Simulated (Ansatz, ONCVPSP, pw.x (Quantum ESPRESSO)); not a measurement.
Equation-of-state test of one ONCV potential (Zr)

zirconium (Zr), optimised norm-conserving Vanderbilt (ONCV), made with ONCVPSP 4.0.1.1 (patched build) (PBEsol, scalar-relativistic). Core [Ar] 3d10, reference 4s2 4p6 4d2 5s1.75 5p0.25. Waves: 4s+5s: rc 1.80 bohr, ncon 3, nbas 6, qcut 5.4 1/bohr, 2 projectors; 4p+5p: rc 2.20 bohr, ncon 3, nbas 8, qcut 5.8 1/bohr, 2 projectors; 4d: rc 2.60 bohr, ncon 4, nbas 8, qcut 6.8 1/bohr, 2 projectors, debl 3.9 Ha. Local part: polynomial inside 1.45 bohr (lpopt 5, dvloc0 6 Ha). Core correction: none.

Atomic tests: cutoffs needed: 13 Ha and 16 Ha (the cutoffs (Ha) at which the residual kinetic energy of the hardest occupied pseudo-wave falls to 1 and 0.1 mHa per electron); ghost test: no bound ghost flagged; no localised positive-energy state flagged; largest excitation error: -5.5 meV (all-electron minus pseudo) for 4s2 4p6 4d2 5s0 5p0, out of 4 test configurations.

Crystal test: bcc Zr in pw.x 7.5, no spin, 13³ k-points, Fermi–Dirac smearing 0.01 Ry, cutoffs 40/160 Ry. The reference is all-electron LAPW (Ansatz 0.2.0) with the same functional, mesh and smearing; V0 and B0 come from Birch–Murnaghan fits to the pressures at five volumes. Errors are pseudo minus all-electron; Δ is the rms difference of the E(V) curves that follow from these fits, minima aligned, over ±6 % about the mean V0. Mesh and smearing are coarse, so the numbers serve the comparison and aren't converged zero-temperature values; the lattice is a test structure that the element need not adopt.

| V (Å³/atom) | P all-electron (GPa) | P pseudo (GPa) |
| --- | --- | --- |
| 21.067 | 4.13 | 4.41 |
| 21.622 | 1.50 | 1.75 |
| 22.176 | -0.86 | -0.63 |
| 22.730 | -2.98 | -2.77 |
| 23.285 | -4.88 | -4.70 |

All-electron: a0 = 3.529 Å (V0 = 21.97 Å³/atom), B0 = 92.2 GPa.

Pseudopotential: mean pressure error (GPa): +0.23; a0 (Å): 3.532; a0 error (%): +0.08; B0 error (%): +0.2; Δ (meV/atom): 1.1.

Question: At the middle volume, how do free energy and pressure move when the wave cutoff is lowered (ecutrho kept at four times it)?

Answer:

```csv
cutoff (Ry),shift of F (meV/atom),shift of P (GPa)
18,+1517.0,-45.13
24,+148.3,-7.11
32,+4.2,-0.20
```

The run at the middle volume (84 k-points, 8 iterations) took about 5.2 s on one core of a shared host (AMD EPYC 9R45 96-Core Processor, 96 threads, 376 GiB, load 51).
